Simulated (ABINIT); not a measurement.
# Si (P6_3/mmc) in ABINIT: further runs

The runs below take Si through dielectric tensor, phonons, with LDA.

Program: ABINIT 10.8.3 (patched build). These are calculated values, not measurements. Logs are shortened: lines on timing, memory, paths and dates and some standing lists are left out, and cuts for length are marked. The log counts tension as positive stress, the text compression.

## (1) The crystal as given

The structure is hexagonal, space group P6_3/mmc (No. 194). Conventional cell: a = 3.831 Å, b = 3.831 Å, c = 6.333 Å, α = 90.00°, β = 90.00°, γ = 120.00°. Si (site symmetry 3m) has 4 Si at 2.35 to 2.37 Å as nearest neighbours.

This isn't the form of Si at room conditions, which is diamond.

## (2) Dielectric tensor, LDA

The input, run.abi:

```
ndtset 3

pp_dirpath "./"
pseudos "Si.upf"

acell 3.8313174605 3.8313174606 6.3326220002 Angstrom
rprim
     1.0000000000     0.0000000000     0.0000000000
    -0.5000000000     0.8660254038     0.0000000000
     0.0000000000     0.0000000000     1.0000000000
ntypat 1
znucl 14
natom 4
typat 1 1 1 1
xred
            2/3            1/3   0.9369905000
            1/3            2/3   0.4369905000
            2/3            1/3   0.5630095000
            1/3            2/3   0.0630095000

ecut 14.0

ngkpt 6 6 4
nshiftk 1
shiftk 0.0 0.0 0.5

ixc 7

nband 8
occopt 1

nstep 80
diemac 6.0

prteig 0
prtebands 0
prtwf 0
prtden 0
prtpot 0

kptopt1 1
tolvrs1 1.0e-15
prtwf1 1

iscf2 -3
rfelfd2 2
rfdir2 1 1 1
getwfk2 1
kptopt2 2
nqpt2 1
qpt2 0.0 0.0 0.0
tolwfr2 1.0e-18
prtwf2 1

rfelfd3 3
rfdir3 1 1 1
getwfk3 1
getddk3 2
kptopt3 2
nqpt3 1
qpt3 0.0 0.0 0.0
tolvrs3 1.0e-9
```

The input, mrgddb.in:

```
merged_DDB
Si
2
runo_DS1_DDB
runo_DS3_DDB
```

The input, anaddb.abi:

```
ddb_filepath "merged_DDB"
output_file "anaddb.abo"
outdata_prefix "ana"
asr 2
chneut 1
dipdip 1
dieflag 2
enunit 0
```

Potentials or basis: PseudoDojo NC SR LDA v0.4.1 standard.

Command:

```
> abinit run.abi > log 2>&1
> mrgddb < mrgddb.in > mrgddb.log 2>&1
> anaddb anaddb.abi > anaddb.log 2>&1
```

run.abo:

```text
.Version 10.8.3 of ABINIT
 DATASET    1 : space group P6_3/m m c (#194); Bravais hP (primitive hexag.)
================================================================================
 Values of the parameters that define the memory need for DATASET  1.
     intxc =       0    ionmov =       0      iscf =       7    lmnmax =       6
     lnmax =       6     mgfft =      45  mpssoang =       3    mqgrid =    3001
     natom =       4  nloc_mem =       1    nspden =       1   nspinor =       1
    nsppol =       1      nsym =      24    n1xccc =    2501    ntypat =       1
    occopt =       1   xclevel =       1
       mpw =        1377          nfft =       32805          nkpt =          14
================================================================================
================================================================================

 DATASET    2 : space group P6_3/m m c (#194); Bravais hP (primitive hexag.)
================================================================================
 Values of the parameters that define the memory need for DATASET  2 (RF).
     intxc =       0      iscf =      -3    lmnmax =       6     lnmax =       6
     mgfft =      45  mpssoang =       3    mqgrid =    3001     natom =       4
  nloc_mem =       1    nspden =       1   nspinor =       1    nsppol =       1
      nsym =      24    n1xccc =    2501    ntypat =       1    occopt =       1
   xclevel =       1
      nfft =       32805          nkpt =          72
================================================================================
================================================================================

 DATASET    3 : space group P6_3/m m c (#194); Bravais hP (primitive hexag.)
================================================================================
 Values of the parameters that define the memory need for DATASET  3 (RF).
     intxc =       0      iscf =       7    lmnmax =       6     lnmax =       6
     mgfft =      45  mpssoang =       3    mqgrid =    3001     natom =       4
  nloc_mem =       1    nspden =       1   nspinor =       1    nsppol =       1
      nsym =      24    n1xccc =    2501    ntypat =       1    occopt =       1
   xclevel =       1
      nfft =       32805          nkpt =          72
================================================================================
================================================================================

--------------------------------------------------------------------------------
------------- Echo of variables that govern the present computation ------------
--------------------------------------------------------------------------------
 -outvars: echo values of preprocessed input variables --------
            acell      7.2401407018E+00  7.2401407019E+00  1.1966921239E+01 Bohr
              amu      2.80855000E+01
           diemac      6.00000000E+00
             ecut      1.40000000E+01 Hartree
           getddk1          0
           getddk2          0
           getddk3          2
           getwfk1          0
           getwfk2          1
           getwfk3          1
             iscf1          7
             iscf2         -3
             iscf3          7
              ixc           7
           jdtset        1    2    3
                       outvar_i_n : Printing only first  50 k-points.
           kptopt1          1
           kptopt2          2
           kptopt3          2
         kptrlatt        6    0    0      0    6    0      0    0    4
          kptrlen      4.34408442E+01
            natom           4
            nband1          8
            nband2          8
            nband3          8
           ndtset           3
            ngfft          27      27      45
             nkpt1         14
             nkpt2         72
             nkpt3         72
             nqpt1          0
             nqpt2          1
             nqpt3          1
            nstep          80
             nsym          24
           ntypat           1
        optdriver1          0
        optdriver2          1
        optdriver3          1
           prtden           0
        prtebands           0
           prteig           0
            prtwf1          1
            prtwf2          1
            prtwf3          0
           rfelfd1          0
           rfelfd2          2
           rfelfd3          3
            rprim      1.0000000000E+00  0.0000000000E+00  0.0000000000E+00
                      -5.0000000000E-01  8.6602540380E-01  0.0000000000E+00
[... 400 lines left out ...]
     1        2      -1.7399033927   -0.0000000000
     1        3       0.0000000000    0.0000000000
     2        1      -1.7399033927   -0.0000000000
     2        2       3.0136010765    0.0000000000
     2        3       0.0000000000    0.0000000000
     3        1       0.0000000000    0.0000000000
     3        2       0.0000000000    0.0000000000
     3        3       2.7666352084    0.0000000000

 respfn : d/dk was computed, but no 2DTE, so no DDB output.

================================================================================
== DATASET  3 ==================================================================

--- !DatasetInfo
iteration_state: {dtset: 3, }
dimensions: {natom: 4, nkpt: 72, mband: 8, nsppol: 1, nspinor: 1, nspden: 1, mpw: 1377, }
cutoff_energies: {ecut:  14.0, pawecutdg:  -1.0, }
electrons: {nelect:   1.60000000E+01, charge:   0.00000000E+00, occopt:   1.00000000E+00, tsmear:   1.00000000E-02, }
meta: {optdriver: 1, rfelfd: 3, }
...

 mkfilename : getwfk/=0, take file _WFK from output of DATASET   1.

 mkfilename : getddk/=0, take file _1WF from output of DATASET   2.

 Exchange-correlation functional for the present dataset will be:
  LDA: Perdew-Wang 92 LSD fit to Ceperley-Alder data - ixc=7
  J.P.Perdew and Y.Wang, PRB 45, 13244 (1992)

 Real(R)+Recip(G) space primitive vectors, cartesian coordinates (Bohr,Bohr^-1):
 R(1)=  7.2401407  0.0000000  0.0000000  G(1)=  0.1381189  0.0797430  0.0000000
 R(2)= -3.6200704  6.2701458  0.0000000  G(2)=  0.0000000  0.1594859  0.0000000
 R(3)=  0.0000000  0.0000000 11.9669212  G(3)=  0.0000000  0.0000000  0.0835637
 Unit cell volume ucvol=  5.4325918E+02 bohr^3
 Angles (23,13,12)=  9.00000000E+01  9.00000000E+01  1.20000000E+02 degrees
 setup1 : take into account q-point for computing boxcut.

 getcut: wavevector=  0.0000  0.0000  0.0000  ngfft=  27  27  45
         ecut(hartree)=     14.000   => boxcut(ratio)=   2.13415
--------------------------------------------------------------------------------

 ==>  initialize data related to q vector <==

 The list of irreducible perturbations for this q vector is:
    1)    idir= 1    ipert=   6
    2)    idir= 3    ipert=   6

================================================================================

 The perturbation idir=   2  ipert=   6 is
 symmetric of a previously calculated perturbation.
 So, its SCF calculation is not needed.

--------------------------------------------------------------------------------
 Perturbation wavevector (in red.coord.)   0.000000  0.000000  0.000000
 Perturbation : homogeneous electric field along direction   1
 The set of symmetries contains only one element for this perturbation.
 symkpt : not enough symmetry to change the number of k points.

--------------------------------------------------------------------------------

--------------------------------------------------------------------------------
[... 32 lines left out ...]
 2DEtotal=   -0.6539460521E+03 Ha. Also 2DEtotal=   -0.177947786074E+05 eV
    (  non-var. 2DEtotal :   -6.5394605134E+02 Ha)

--------------------------------------------------------------------------------
 Perturbation wavevector (in red.coord.)   0.000000  0.000000  0.000000
 Perturbation : homogeneous electric field along direction   3
 The set of symmetries contains only one element for this perturbation.
 symkpt : not enough symmetry to change the number of k points.

--------------------------------------------------------------------------------

--------------------------------------------------------------------------------
[... 30 lines left out ...]
 2DEtotal=   -0.1630128046E+03 Ha. Also 2DEtotal=   -0.443580438832E+04 eV
    (  non-var. 2DEtotal :   -1.6301280068E+02 Ha)
================================================================================

 ---- first-order wavefunction calculations are completed ----

 ==> Compute Derivative Database <==
 The violation of the charge neutrality conditions
 by the effective charges is as follows :
    atom        electric field
 displacement     direction
       1               1       -1.130761        0.000000
       1               2        0.000000        0.000000
       1               3        0.000000        0.000000
       2               1       -0.000000        0.000000
       2               2       -1.130761        0.000000
       2               3        0.000000        0.000000
       3               1        0.000000        0.000000
       3               2        0.000000        0.000000
       3               3       -0.140868        0.000000

 Effective charge tensors after
 imposition of the charge neutrality (if requested by user),
 and eventual restriction to some part :
   atom    displacement
         1         1   -8.881784E-16    0.000000E+00    0.000000E+00
         1         2   -1.789783E-15    2.220446E-15    0.000000E+00
         1         3    0.000000E+00    0.000000E+00    1.332268E-15
         2         1    8.881784E-16    0.000000E+00    0.000000E+00
         2         2    1.364827E-15   -1.332268E-15    0.000000E+00
         2         3    0.000000E+00    0.000000E+00   -4.440892E-16
         3         1    8.881784E-16    0.000000E+00    0.000000E+00
         3         2    1.364827E-15   -1.332268E-15    0.000000E+00
         3         3    0.000000E+00    0.000000E+00   -4.440892E-16
         4         1   -8.881784E-16    0.000000E+00    0.000000E+00
         4         2   -9.398711E-16    4.440892E-16    0.000000E+00
         4         3    0.000000E+00    0.000000E+00   -4.440892E-16
 Now, the imaginary part of the dynamical matrix is zeroed

  Dielectric tensor, in cartesian coordinates,
     j1       j2             matrix element
  dir pert dir pert     real part    imaginary part

   1    6   1    6        16.0639979512        -0.0000000000

   2    6   2    6        16.0639979525        -0.0000000000

   3    6   3    6        14.6782212695        -0.0000000000

  Effective charges, in cartesian coordinates,
  (from electric field response)
   if specified in the inputs, charge neutrality has been imposed
     j1       j2             matrix element
  dir pert dir pert     real part    imaginary part

== END DATASET(S) ==============================================================
================================================================================

 -outvars: echo values of variables after computation  --------
            acell      7.2401407018E+00  7.2401407019E+00  1.1966921239E+01 Bohr
           etotal1    -1.7047401968E+01
           etotal2    -4.2364243211E+00
           etotal3    -1.6301280457E+02
            fcart1    -3.3471458645E-28 -4.5091096536E-28  4.2965135349E-04
                       1.1157152882E-28 -2.1471950730E-29  4.2965135349E-04
                       1.1157152882E-28  3.2207926097E-28 -4.2965135349E-04
                       1.1157152882E-28  1.5030365512E-28 -4.2965135349E-04
            fcart3     0.0000000000E+00  0.0000000000E+00  0.0000000000E+00
                       0.0000000000E+00  0.0000000000E+00  0.0000000000E+00
                       0.0000000000E+00  0.0000000000E+00  0.0000000000E+00
                       0.0000000000E+00  0.0000000000E+00  0.0000000000E+00
            rprim      1.0000000000E+00  0.0000000000E+00  0.0000000000E+00
                      -5.0000000000E-01  8.6602540380E-01  0.0000000000E+00
                       0.0000000000E+00  0.0000000000E+00  1.0000000000E+00
           strten1     8.0056305138E-05  8.0056305003E-05  8.2297438416E-05
                       0.0000000000E+00  0.0000000000E+00  2.3002876480E-14
           strten3     0.0000000000E+00  0.0000000000E+00  0.0000000000E+00
                       0.0000000000E+00  0.0000000000E+00  0.0000000000E+00
           xangst      1.9156587302E+00  1.1060060836E+00  5.9336066543E+00
                      -3.3332682859E-11  2.2120121673E+00  2.7672956542E+00
                       1.9156587302E+00  1.1060060836E+00  3.5653263460E+00
                      -3.3332682859E-11  2.2120121673E+00  3.9901534592E-01
             xred      6.6666666667E-01  3.3333333333E-01  9.3699050000E-01
                       3.3333333333E-01  6.6666666667E-01  4.3699050000E-01
                       6.6666666667E-01  3.3333333333E-01  5.6300950000E-01
                       3.3333333333E-01  6.6666666667E-01  6.3009500000E-02
 Calculation completed.
```

Wall time 2 min (1 thread of Arm Neoverse V1, shared host); peak memory 0.1 GiB.

These settings aren't checked as converged: the numbers below hold their error.

What came out:

- Free energy: -463.8834 eV
- Pressure: -2.4 GPa
- Largest force: 0.022 eV/Å

## (3) Phonons, LDA (cell relaxed at zero pressure by an earlier run)

The input, run.abi:

```
# Datasets
ndtset 3

# Pseudopotentials
pp_dirpath "./"
pseudos "Si.upf"

# Structure
acell 7.1792879809 7.1792879973 11.8618629084
rprim
     1.0000000000     0.0000000000     0.0000000000
    -0.5000000002     0.8660254037     0.0000000000
     0.0000000000     0.0000000000     1.0000000000
ntypat 1
znucl 14
natom 4
typat 1 1 1 1
chkprim 0
chksymtnons 0
tolsym 1.0e-6
xred
            2/3            1/3   0.9370749300
            1/3            2/3   0.4370749300
            2/3            1/3   0.5629250700
            1/3            2/3   0.0629250700

# Plane-wave basis
ecut 16.0
ecutsm 0.5

# k points
ngkpt 6 6 4
nshiftk 1
shiftk 0.0 0.0 0.5

# Exchange and correlation
ixc 7

# Bands and occupations
nband 8
occopt 1

# SCF cycle
nstep 80
diemac 6.0

# Output
prteig 0
prtebands 0
prtwf 0
prtden 0
prtpot 0

# Dataset 1: ground state
kptopt1 1
tolvrs1 1.0e-15
prtwf1 1

# Dataset 2: derivatives of the wave functions by k
iscf2 -3
rfelfd2 2
rfdir2 1 1 1
getwfk2 1
kptopt2 2
nqpt2 1
qpt2 0.0 0.0 0.0
tolwfr2 1.0e-18
prtwf2 1

# Dataset 3: response at q = 0 to electric field, atomic displacements
rfelfd3 3
rfphon3 1
rfatpol3 1 4
rfdir3 1 1 1
getwfk3 1
getddk3 2
kptopt3 2
nqpt3 1
qpt3 0.0 0.0 0.0
tolvrs3 1.0e-10
```

mrgddb.in is that of step 2.

The input, anaddb.abi:

```
ddb_filepath "merged_DDB"
output_file "anaddb.abo"
outdata_prefix "ana"
asr 1
chneut 1
dipdip 1
dieflag 1
enunit 0
nfreq 1
frmin 0.0
frmax 0.0
eivec 0
nph1l 1
qph1l 0.0 0.0 0.0 1.0
nph2l 3
qph2l
  1.0 0.0 0.0 0.0
  0.0 1.0 0.0 0.0
  0.0 0.0 1.0 0.0
```

Potentials or basis: PseudoDojo NC SR LDA v0.4.1 standard.

Command:

```
> abinit run.abi > log 2>&1
> mrgddb < mrgddb.in > mrgddb.log 2>&1
> anaddb anaddb.abi > anaddb.log 2>&1
```

run.abo:

```text
.Version 10.8.3 of ABINIT
 DATASET    1 : space group P6_3/m m c (#194); Bravais hP (primitive hexag.)
================================================================================
 Values of the parameters that define the memory need for DATASET  1.
     intxc =       0    ionmov =       0      iscf =       7    lmnmax =       6
     lnmax =       6     mgfft =      45  mpssoang =       3    mqgrid =    3001
     natom =       4  nloc_mem =       1    nspden =       1   nspinor =       1
    nsppol =       1      nsym =      24    n1xccc =    2501    ntypat =       1
    occopt =       1   xclevel =       1
       mpw =        1647          nfft =       32805          nkpt =          14
================================================================================
================================================================================

 DATASET    2 : space group P6_3/m m c (#194); Bravais hP (primitive hexag.)
================================================================================
 Values of the parameters that define the memory need for DATASET  2 (RF).
     intxc =       0      iscf =      -3    lmnmax =       6     lnmax =       6
     mgfft =      45  mpssoang =       3    mqgrid =    3001     natom =       4
  nloc_mem =       1    nspden =       1   nspinor =       1    nsppol =       1
      nsym =      24    n1xccc =    2501    ntypat =       1    occopt =       1
   xclevel =       1
      nfft =       32805          nkpt =          72
================================================================================
[... 919 lines left out ...]
================================================================================

 -outvars: echo values of variables after computation  --------
            acell      7.1792879809E+00  7.1792879973E+00  1.1861862908E+01 Bohr
           etotal1    -1.7048117333E+01
           etotal2    -4.3135361229E+00
           etotal3    -1.6131994311E+02
            fcart1     1.4349296275E-42  1.9401939341E-26  4.4058238995E-05
                      -4.8007349682E-27 -1.1086822488E-26  4.4058238995E-05
                      -1.9202939873E-26 -5.2662406812E-26 -4.4058238995E-05
                       2.4003674841E-26  4.4347289959E-26 -4.4058238995E-05
            fcart3     0.0000000000E+00  0.0000000000E+00  0.0000000000E+00
                       0.0000000000E+00  0.0000000000E+00  0.0000000000E+00
                       0.0000000000E+00  0.0000000000E+00  0.0000000000E+00
                       0.0000000000E+00  0.0000000000E+00  0.0000000000E+00
            rprim      1.0000000000E+00  0.0000000000E+00  0.0000000000E+00
                      -5.0000000020E-01  8.6602540370E-01  0.0000000000E+00
                       0.0000000000E+00  0.0000000000E+00  1.0000000000E+00
           strten1    -4.8469768968E-07 -4.8470434741E-07  5.6222789956E-07
                       0.0000000000E+00  0.0000000000E+00  2.3591522955E-12
           strten3     0.0000000000E+00  0.0000000000E+00  0.0000000000E+00
                       0.0000000000E+00  0.0000000000E+00  0.0000000000E+00
           xangst      1.8995577920E+00  1.0967102059E+00  5.8820451293E+00
                      -3.3993843364E-09  2.1934204119E+00  2.7435313664E+00
                       1.8995577920E+00  1.0967102059E+00  3.5334961593E+00
                      -3.3993843364E-09  2.1934204119E+00  3.9498239645E-01
             xred      6.6666666667E-01  3.3333333333E-01  9.3707493000E-01
                       3.3333333333E-01  6.6666666667E-01  4.3707493000E-01
                       6.6666666667E-01  3.3333333333E-01  5.6292507000E-01
                       3.3333333333E-01  6.6666666667E-01  6.2925070000E-02
 Calculation completed.
```

anaddb.abo:

```text
.Version 10.8.3 of ANADDB
================================================================================

 -outvars_anaddb: echo values of input variables ----------------------

 Flags :
     dieflag         1
 Miscellaneous information :
[... 213 lines left out ...]
   3.731966E+02  4.145175E+02  4.937740E+02  4.937740E+02  5.074252E+02
   5.093447E+02  5.093447E+02

 Generalized Lyddane-Sachs-Teller relation at zero frequency :
 Direction                     Dielectric constant
   1.00000   0.00000   0.00000     15.97212213
   0.00000   1.00000   0.00000     15.97212219
   0.00000   0.00000   1.00000     14.64575927

================================================================================

 anaddb : the run completed successfully.
```

Wall time 2.9 min (1 thread of Arm Neoverse V1, shared host); peak memory 0.11 GiB.

The run converged, but some of its settings lie outside the range that counts as converged, so its numbers aren't taken as properties of the crystal.

What came out:

```
Free energy                   : -463.9029 eV
Pressure                      : 0.0 GPa
Highest phonon frequency at Γ : 509 cm⁻¹
```
